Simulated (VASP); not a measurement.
# Si in VASP: how settings move the LDA single point

Aim: see what changed inputs do to the LDA single point of Si built on the diamond prototype, strained and with displaced atoms.

Code: VASP 6.6.1. PAW datasets, plane waves. The values are computed, spin-unpolarised, and not measurements.

## (1) The system as given

Space group P-1 (No. 2), triclinic; a = 3.811 Å, b = 3.837 Å, c = 3.868 Å, α = 118.5°, β = 91.1°, γ = 118.9° in the conventional setting, 20.61 Å³ an atom. Near Si stand 4 Si at 2.25–2.44 Å.

Coordinates:

```
CELL_PARAMETERS angstrom
0.01140 2.71960 2.66930
2.82750 -0.03920 2.71990
2.77800 2.72070 0.01030
ATOMIC_POSITIONS crystal
Si 0.98900 0.01050 0.98100
Si 0.27350 0.26850 0.21070
```

## (2) Baseline

Input file INCAR:

```
ENCUT = 520.000000
SIGMA = 0.020000
EDIFF = 1.00e-07
GGA = CA
PREC = Accurate
IBRION = -1
ISIF = 2
ISMEAR = -1
NBANDS = 11
NELM = 120
NSW = 0
LASPH = .TRUE.
LCHARG = .FALSE.
LWAVE = .FALSE.
LREAL = .FALSE.
```

Input file KPOINTS:

```
KPOINTS created by Atomic Simulation Environment
0
Gamma
6 6 6
0 0 0
```

Input file POSCAR:

```
Si
 1.0000000000000000
     0.0114000000000000    2.7195999999999998    2.6692999999999998
     2.8275000000000001   -0.0392000000000000    2.7199000000000000
     2.7780000000000000    2.7206999999999999    0.0103000000000000
 Si
   2
Cartesian
  2.7661813500000001  5.3582795000000001  2.6786009499999999
  1.3476262500000000  1.3065368899999998  1.4625169100000002
```

Potentials: the recommended LDA PAW datasets, 8 valence electrons.

Launch:

```
$ mpirun -np 1 vasp_std
```

## (3) Variant 1

Changes to INCAR since step 2:

```diff
@@ -15 +15,2 @@
 LREAL = .FALSE.
+ALGO = Fast
```

KPOINTS is that of step 2.

POSCAR is that of step 2.

## (4) Variant 2

Input file INCAR:

```
SIGMA = 0.020000
EDIFF = 1.00e-07
GGA = CA
PREC = Accurate
IBRION = -1
ISIF = 2
ISMEAR = -1
NBANDS = 11
NSW = 0
LASPH = .TRUE.
LCHARG = .FALSE.
LWAVE = .FALSE.
LREAL = .FALSE.
ENCUT = 600
NELM = 82
```

KPOINTS is that of step 2.

POSCAR is that of step 2.

Before running it: what results should come out? Wanted: for each run, changed; ending; energy change; pressure; electronic steps; usable.

**Answer**, as computed:

| run | changed | ending | energy change (meV/atom) | pressure (GPa) | gap on the mesh (eV; negative: overlap) | electronic steps | time | usable |
| --- | --- | --- | --- | --- | --- | --- | --- | --- |
| ref. | – | converged | 0 | -3.3 | -0.35 | 12 | 16 s | yes |
| 1 | ALGO = Fast | converged | 0.0 | -3.4 | -0.35 | 14 | 20 s | yes |
| 2 | ENCUT = 600, NELM = 82 | converged | -0.1 | -3.3 | -0.35 | 12 | 18 s | yes |

Of 2 altered inputs, 2 gave usable results. Among the usable ones with comparable energies, «ENCUT = 600, NELM = 82» moves the energy most, by -0.1 meV/atom.
